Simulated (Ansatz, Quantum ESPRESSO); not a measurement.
This is a calculation of Pt for Quantum ESPRESSO 7.5 (ASE script). This isn't the form of Pt at room conditions, which is fcc.

The input run.py:

```python
import numpy as np
from ase.calculators.espresso import Espresso, EspressoProfile
from ase.io import read

atoms = read('Pt.cif')

input_data = {
    'control': {'calculation': 'scf', 'prefix': 'pwscf', 'outdir': './tmp', 'tprnfor': True, 'tstress': True, 'disk_io': 'low'},
    'system': {'ecutwfc': 45.0, 'ecutrho': 360.0, 'nbnd': 14, 'occupations': 'smearing', 'smearing': 'fd', 'degauss': 0.00367493},
    'electrons': {'conv_thr': 2e-10, 'electron_maxstep': 120, 'mixing_beta': 0.5},
}
pseudopotentials = {'Pt': 'pt_pbesol_v1.4.uspp.F.UPF'}
profile = EspressoProfile(command='mpirun -n 2 pw.x -nk 2', pseudo_dir='pseudo')
dft = Espresso(profile=profile, input_data=input_data, pseudopotentials=pseudopotentials, kpts=(12, 12, 12), koffset=(0, 0, 0))
atoms.calc = dft

from ase.optimize import BFGS
from ase.filters import FrechetCellFilter
done = BFGS(FrechetCellFilter(atoms), trajectory='opt.traj').run(fmax=0.02, steps=30)
print('converged', done)
print('cell (A)', np.round(atoms.cell.cellpar(), 5))
print(f'energy {atoms.get_potential_energy():.8f} eV')
print('forces (eV/A)')
print(np.round(atoms.get_forces(), 6))
print('stress (eV/A^3, Voigt)')
print(np.round(atoms.get_stress(), 8))
print(f'Fermi level {dft.get_fermi_level():.4f} eV')
```

Contents of Pt.cif:

```cif
data_Pt
_cell_length_a 2.74394953
_cell_length_b 2.74394953
_cell_length_c 2.74394953
_cell_angle_alpha 109.47122063
_cell_angle_beta 109.47122063
_cell_angle_gamma 109.47122063
_space_group_name_H-M_alt 'P1'
_space_group_name_Hall 'P 1'
_space_group_IT_number 1
loop_
_space_group_symop_operation_xyz
'x,y,z'
loop_
_atom_site_label
_atom_site_type_symbol
_atom_site_symmetry_multiplicity
_atom_site_Wyckoff_symbol
_atom_site_fract_x
_atom_site_fract_y
_atom_site_fract_z
_atom_site_occupancy
Pt1 Pt 1 a 0.0000000000 0.0000000000 0.0000000000 1
```

Potentials or basis: GBRV 1.5 PBEsol.

Run with:

```bash
$ OMP_NUM_THREADS=1 python run.py
```

Task: Set up the same calculation for Ansatz 0.2.0. Potentials or basis there: Ansatz PAW, cutoff 420 eV.

Result: As run (cutoffs and basis follow the program's own potentials, and thresholds, step limits or extra output files can differ):

input.yaml

```yaml
crystal:
  lattice:
    - [-1.58422, 1.58422, 1.58422]
    - [1.58422, -1.58422, 1.58422]
    - [1.58422, 1.58422, -1.58422]
  atoms:
    - { symbol: Pt, position: [0.0, 0.0, 0.0] }
hamiltonian:
  xc: pbesol
  pseudopotentials: { kind: paw }
kpoints:
  mp_grid: { grid: [12, 12, 12] }
scf:
  occupations: { method: fermi_dirac, width: 0.05 }
output:
  forces: true
  stress: true
  eigenvalues: true
  write_density: true
  write_potential: true
  elf: true
  volumetric_format: npy
relax:
  f_tol: 0.01
  max_steps: 40
  cell: { stress_tol: 0.05 }
```

Potentials or basis: Ansatz PAW.

The run is started by

```sh
$ ansatz run input.yaml --threads 2 --pin off --max-ram 5632MiB --backend cpu --events-out ev --progress --plain --runs-dir out
```

Both were run:

|  | Quantum ESPRESSO | Ansatz |
| --- | --- | --- |
| Relaxed volume | 15.14 Å³/atom | 15.19 Å³/atom |
| Relaxed cell | a = 2.699 Å, b = 2.699 Å, c = 2.699 Å, α = 109.47°, β = 109.47°, γ = 109.47° | a = 2.703 Å, b = 2.703 Å, c = 2.703 Å, α = 109.47°, β = 109.47°, γ = 109.47° |
| Space group after relaxing | Im-3m (No. 229) | Im-3m (No. 229) |
| Pressure after relaxing | -0.1 GPa | 0.0 GPa |

Ansatz's pressure holds a Pulay term of +0.06 GPa for its cutoff of 420 eV, which the other run lacks.

The potentials hold 16 and 18 valence electrons a cell.

Ansatz's potentials were made for PBE.

Where Ansatz's input types no cutoff or centring, it takes its own default and a Γ-centred mesh.

Pressure is positive in compression.
